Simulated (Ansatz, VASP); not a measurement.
**Two plane-wave programs on TiN (Osbornite)**

```
CELL_PARAMETERS angstrom
0.00000 2.15842 2.15842
2.15842 0.00000 2.15842
2.15842 2.15842 0.00000
ATOMIC_POSITIONS crystal
Ti 0.00000 0.00000 0.00000
N 0.50000 0.50000 0.50000
```

Alike in both runs: functional r2SCAN; k mesh 14 × 14 × 14; occupations fermi-dirac, width 0.1 eV; no spin polarisation.

Ansatz relaxed the structure, and its values are those at the end. VASP's run is a single point on that final structure, the one shown.

|  | VASP | Ansatz |
| --- | --- | --- |
| version | VASP 6.6.1 | Ansatz 0.2.0 |
| potentials or method | VASP PAW PBE potentials, release 64 (Ti_sv, N) | PAW plane waves |
| plane-wave cutoff (eV) | 520 | 500 |
| valence electrons in the cell | 17 | 17 |

```csv
,VASP,Ansatz,Ansatz less VASP
pressure (GPa),-14.0,-15.1,-1.13
```

With one functional, cell and mesh, what is left measures potentials, basis and numerics. Ansatz warned: «stress_scf_threshold_loose».

Caveats: the PAW data sets were made with another functional, which shifts forces and pressure a little (VASP).
